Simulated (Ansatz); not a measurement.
## What a trial cell of Nb relaxes into

These are results of DFT PBE, scalar-relativistic, plane waves, PAW in Ansatz 0.2.0, not measurements. Cutoff 420 eV, Γ-centred k mesh, Gaussian smearing, no spin polarisation in the final step.

A relaxed cell is given with its space group left out.

```
CELL_PARAMETERS angstrom
5.29652 0.00000 0.00000
0.00000 5.29652 0.00000
0.00000 0.00000 5.29652
ATOMIC_POSITIONS crystal
Nb 0.50000 0.50000 0.50000
Nb 0.00000 0.00000 0.00000
Nb 0.25000 0.00000 0.50000
Nb 0.50000 0.25000 0.00000
Nb 0.50000 0.75000 0.00000
Nb 0.75000 0.00000 0.50000
Nb 0.00000 0.50000 0.75000
Nb 0.00000 0.50000 0.25000
```

Energies count from the standard state of Nb at the same level.

What space group does it have?

Pm-3n (No. 223). Conventional cell: a = 5.297 Å. Nb on Wyckoff site a (2 atoms of the primitive cell) has 12 Nb at 2.96 Å; Nb on Wyckoff site c (6 atoms of the primitive cell) has 2 Nb at 2.65 Å, 4 Nb at 2.96 Å and 8 Nb at 3.24 Å.

How far above the standard state of Nb does it lie?

0.11 eV/atom.

Is it a metal?

Yes, bands cross the Fermi level on the 8×8×8 mesh.

The final run used a 8×8×8 mesh on its 8-atom cell and 0.10 eV smearing. For metals, differences of a few meV/atom aren't resolved. The cell came from a trial start, so Nb may not exist in this structure.